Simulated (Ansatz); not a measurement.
**Straining SiO₂**

All numbers below come from Ansatz 0.2.0, DFT PBEsol, scalar-relativistic, plane waves, PAW. Run with 420 eV cutoff, 6×6×4 k-mesh, Gaussian smearing of 0.02 eV, no spin polarisation.

The relaxed crystal:

```yaml
crystal:
  lattice:
    - [5.02778, 0.00000, 0.00000]
    - [0.00000, 5.02778, 0.00000]
    - [0.00000, 0.00000, 7.00573]
  atoms:
    - { symbol: Si, position: [0.20196, 0.20196, 0.00000] }
    - { symbol: Si, position: [0.29804, 0.70196, 0.75000] }
    - { symbol: Si, position: [0.70196, 0.29804, 0.25000] }
    - { symbol: Si, position: [0.79804, 0.79804, 0.50000] }
    - { symbol: O, position: [0.60186, 0.73950, 0.67836] }
    - { symbol: O, position: [0.39814, 0.26050, 0.17836] }
    - { symbol: O, position: [0.73950, 0.60186, 0.32164] }
    - { symbol: O, position: [0.23950, 0.89814, 0.92836] }
    - { symbol: O, position: [0.26050, 0.39814, 0.82164] }
    - { symbol: O, position: [0.10186, 0.76050, 0.57164] }
    - { symbol: O, position: [0.89814, 0.23950, 0.07164] }
    - { symbol: O, position: [0.76050, 0.10186, 0.42836] }
```

Deformation: biaxial strain in the a-b plane, with the length and tilt of c and the atoms relaxed, all within the symmetry that the strain leaves. Energies are extrapolated to zero smearing. Gaps are Kohn–Sham gaps over the whole zone.

```
strain (%)  ΔE (meV/atom) a (Å) b (Å) c (Å) gap (eV)
      -3.0            4.7  4.877  4.877  6.945      5.67
      -1.5            1.2  4.952  4.952  6.977      5.62
      +0.0            0.0  5.028  5.028  7.006      5.57
      +1.5            1.0  5.103  5.103  7.053      5.52
      +3.0            4.0  5.179  5.179  7.092      5.47
```

(1) What stiffness (1/V) d²E/dε² at zero strain does a cubic fit over all points give?

(2) How does the free axis c answer a small strain?

(3) How fast does the gap move with strain on either side?

Answers

(1) A cubic fit gives (1/V) d²E/dε² = 105 GPa at zero strain (twice the biaxial modulus).

(2) Between the innermost points its strain is 0.36 times the applied one.

(3) -35 meV per percent on the compressed side and -35 meV per percent on the stretched side; it is direct at -1.5 %, direct at zero and direct at +1.5 %.

This form isn't the usual stable structure of the compound.